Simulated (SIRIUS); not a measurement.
**Sr in SIRIUS: convergence with density cutoff**

Input of the first run (density cutoff 2666.7 eV); the others differ in this setting and in those tied to it:

Contents of sirius.json:

```json
{
  "control": {
    "processing_unit": "cpu",
    "verbosity": 2,
    "num_bands_to_print": 11,
    "print_forces": true,
    "print_stress": true
  },
  "parameters": {
    "electronic_structure_method": "pseudopotential",
    "xc_functionals": ["XC_GGA_X_PBE_SOL", "XC_GGA_C_PBE_SOL"],
    "gk_cutoff": 6.4,
    "pw_cutoff": 14.0,
    "ngridk": [8, 8, 8],
    "shiftk": [0, 0, 0],
    "smearing": "cold",
    "smearing_width": 0.0018374661,
    "num_bands": 11,
    "num_mag_dims": 0,
    "num_dft_iter": 100,
    "energy_tol": 1e-08,
    "density_tol": 1e-06
  },
  "iterative_solver": {
    "type": "davidson",
    "min_tolerance": 1e-10
  },
  "mixer": {
    "type": "anderson",
    "beta": 0.7,
    "max_history": 8
  },
  "settings": {
    "tol_ne": 1e-10
  },
  "unit_cell": {
    "lattice_vectors": [
      [0.0, 0.707106781187, 0.707106781187],
      [0.707106781187, 0.0, 0.707106781187],
      [0.707106781187, 0.707106781187, 0.0]
    ],
    "lattice_vectors_scale": 8.1306083158,
    "atom_coordinate_units": "lattice",
    "atom_types": ["Sr"],
    "atom_files": {
      "Sr": "Sr.json"
    },
    "atoms": {
      "Sr": [
        [0.0, 0.0, 0.0]
      ]
    }
  }
}
```

Potentials or basis: GBRV 1.5 PBEsol (ultrasoft).

The run is started by

```bash
$ upf_to_json sr_pbesol_v1.uspp.F.UPF
$ OMP_NUM_THREADS=1 sirius.scf --input=sirius.json --output=out.json --task=0
```

Hardware: 1 thread of Arm Neoverse V1, with other jobs on the host.

```tsv
density cutoff	energy less the tightest run (meV/atom)	SCF cycles	CPU time (s)	peak memory (GiB)
2666.7 eV	0.02	19	17	0.22
3483.1 eV	-0.01	19	19	0.26
4408.2 eV	-0.01	19	20	0.3
5442.3 eV	-0.01	19	21	0.35
7197.4 eV	0.00	19	24	0.45
9197.4 eV	0.00	19	28	0.58
12245.1 eV	0.00	19	34	0.79
```

Against the tightest run, the energy stays within 1 meV/atom from 2666.7 eV on. The tightest run that finished is the yardstick and may itself not be fully converged.
